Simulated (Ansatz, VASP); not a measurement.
## Cr: VASP beside Ansatz

```
Cr
1.0
    -1.47142    1.47142    1.47142
     1.47142   -1.47142    1.47142
     1.47142    1.47142   -1.47142
Cr
1
Cartesian
  0.0000 0.0000 0.0000
```

Alike in both runs: task single point; functional RPBE; k mesh 25 × 25 × 25; occupations fermi-dirac, width 0.1 eV; no spin polarisation.

```csv
,VASP,Ansatz
version,VASP 6.6.1,Ansatz 0.2.0
potentials or method,"VASP PAW PBE potentials, release 64 (Cr_pv)","plane waves (420 eV) with PAW, scalar-relativistic"
plane-wave cutoff (eV),520,420
valence electrons in the cell,12,14
```

|  | VASP | Ansatz | Ansatz less VASP |
| --- | --- | --- | --- |
| pressure (GPa) | -16.1 | -15.8 | +0.30 |

The two sets of potentials don't hold the same shells in valence.

Caveats: so large a pressure means that the cell lies far from this level's equilibrium, or that cutoff or potentials fall short (VASP); the potentials were made for another functional, which shifts forces and pressure (VASP); the run has no spin polarisation, though such a crystal can be magnetic. Spin polarisation is off, so any magnetic state and its effect on volume and gap are missing.
